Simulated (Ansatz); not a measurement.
# Ge: from a guess to a relaxed structure

Where does this trial cell of Ge go when cell and atoms are let free?

Program: Ansatz 0.2.0. Level of theory: DFT PBE, scalar-relativistic, plane waves, PAW. These are calculated values, not measurements.

**1. The starting structure**

Symmetry: I4_122, No. 98, tetragonal system. Conventional cell: a = 8.844 Å, b = 8.844 Å, c = 5.217 Å, α = 90.00°, β = 90.00°, γ = 90.00°. Around Ge (site symmetry 2) lie 3 Ge at 2.25 to 2.31 Å. Around Ge (site symmetry 2) lie 4 Ge at 2.31 to 2.32 Å.

As a file:

```cif
data_structure
_symmetry_space_group_name_H-M 'I4_122'
_symmetry_Int_Tables_number 98
_cell_length_a 8.8435
_cell_length_b 8.8435
_cell_length_c 5.2173
_cell_angle_alpha 90.000
_cell_angle_beta 90.000
_cell_angle_gamma 90.000
_cell_volume 408.04
loop_
_atom_site_label
_atom_site_type_symbol
_atom_site_symmetry_multiplicity
_atom_site_Wyckoff_symbol
_atom_site_fract_x
_atom_site_fract_y
_atom_site_fract_z
_atom_site_occupancy
Ge1 Ge 8 c 0.00000 0.00000 0.78413 1
Ge2 Ge 8 d 0.64157 0.64157 0.00000 1
```

Recipe of the guess: 3-, 4-connected net of one element (I4_122, No. 98). Lengths come from tabulated atomic sizes and are only a guess.

**2. The guess as it stands, on a coarse mesh**

The input, input.yaml:

```yaml
crystal:
  lattice:
    - [-4.4217645, 4.4217645, 2.60865693]
    - [4.4217645, -4.4217645, 2.60865693]
    - [4.4217645, 4.4217645, -2.60865693]
  atoms:
    - { symbol: Ge, position: [0.78413379, 0.78413379, 0.0] }
    - { symbol: Ge, position: [0.53413379, 0.03413379, 0.5] }
    - { symbol: Ge, position: [0.64157299, 0.64157299, 0.28314599] }
    - { symbol: Ge, position: [0.35842701, 0.35842701, 0.71685401] }
    - { symbol: Ge, position: [0.39157299, 0.60842701, 0.5] }
    - { symbol: Ge, position: [0.10842701, 0.89157299, 0.5] }
    - { symbol: Ge, position: [0.21586621, 0.21586621, 0.0] }
    - { symbol: Ge, position: [0.96586621, 0.46586621, 0.5] }
basis:
  ecutwfc: 420
kpoints:
  mp_grid: { grid: [4, 4, 4] }
hamiltonian:
  xc: pbe
scf:
  occupations: { method: gaussian, width: 0.1 }
  lower_state_search: "off"
output:
  forces: true
  stress: true
  eigenvalues: true
```

Run with:

```
ansatz run input.yaml --threads 1 --pin off --max-ram 2560MiB --backend cpu --events-out ev --progress --plain --runs-dir out
```

Further runs follow: coarse relaxation; final relaxation.

What does the calculation give? Wanted: conventional cell; volume; energy over the standard state; gap on the mesh.

**Answer**, as computed:

| quantity | value |
| --- | --- |
| symmetry at the end (tolerance 0.05 Å) | space group I4_122 (No. 98) |
| conventional cell | a = 9.889 Å, b = 9.889 Å, c = 5.606 Å, α = 90.00°, β = 90.00°, γ = 90.00° |
| volume | 34.27 Å³/atom |
| energy over the standard state | +0.64 eV/atom |
| gap on the mesh | none (metal) |

**Reading.** The space group I4_122 (No. 98) is kept, and the volume per atom grows by 34.4 % from the first guess. It lies above the element's standard state, so it is metastable at best. No finished test with a distortion of lower symmetry is shown, so the end may be a saddle point.
